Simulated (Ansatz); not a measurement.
A trial cell of AlN, before relaxation:

```cif
data_structure
_symmetry_space_group_name_H-M 'P 1'
_symmetry_Int_Tables_number 1
_cell_length_a 4.8978
_cell_length_b 4.8978
_cell_length_c 4.8978
_cell_angle_alpha 98.426
_cell_angle_beta 98.426
_cell_angle_gamma 134.987
_cell_volume 76.77
loop_
_atom_site_label
_atom_site_type_symbol
_atom_site_fract_x
_atom_site_fract_y
_atom_site_fract_z
_atom_site_occupancy
Al1 Al 0.85352 0.35352 0.20704 1
Al2 Al 0.14648 0.64648 0.79296 1
Al3 Al 0.35352 0.14648 0.50000 1
Al4 Al 0.64648 0.85352 0.50000 1
N1 N 0.85352 0.64648 0.50000 1
N2 N 0.14648 0.35352 0.50000 1
N3 N 0.35352 0.85352 0.20704 1
N4 N 0.64648 0.14648 0.79296 1
```

Computed with Ansatz 0.2.0, DFT PBE, scalar-relativistic, plane waves, PAW. Cutoff 420 eV, Gaussian smearing, Γ-centred meshes. Cell and atoms relax first on a coarse mesh and then on a converged one. In between, the cell is made exact in the group found at 0.06 Å. The steps can't lower the symmetry of their start. No spin polarisation.

A guess keeps its type if space group and coordination stay and the shape of the cell changes little (axis ratios within about 15 %, angles within 6°); the volume may change.

**Question.** Will the relaxed cell still be of the starting type?

**Answer.** It keeps its type. The symmetry stays I4/mcm (No. 140). The volume per atom grows by 15.9 %, from 9.6 to 11.1 Å³. The shortest distance goes from 1.87 Å (Al–N) to 1.88 Å (Al–N). The ratio c/a of the conventional cell changes by a factor of 1.07. Counting neighbours within 15 % of an atom's shortest distance, the start has Al 5, N 5 and the end Al 5, N 5.

Energies over the elements count from the elements' standard structures at the same level (N₂ as a molecule), with no fitted energy shifts.

**Question.** At what energy does it end?

**Answer.** −1.136 eV/atom. A negative formation energy is needed for stability but isn't enough: competing phases decide.

The last run used an 8×8×8 mesh for its 8-atom cell and Gaussian smearing of 0.02 eV. Symmetry constrained the relaxation, so the result can be a saddle point.
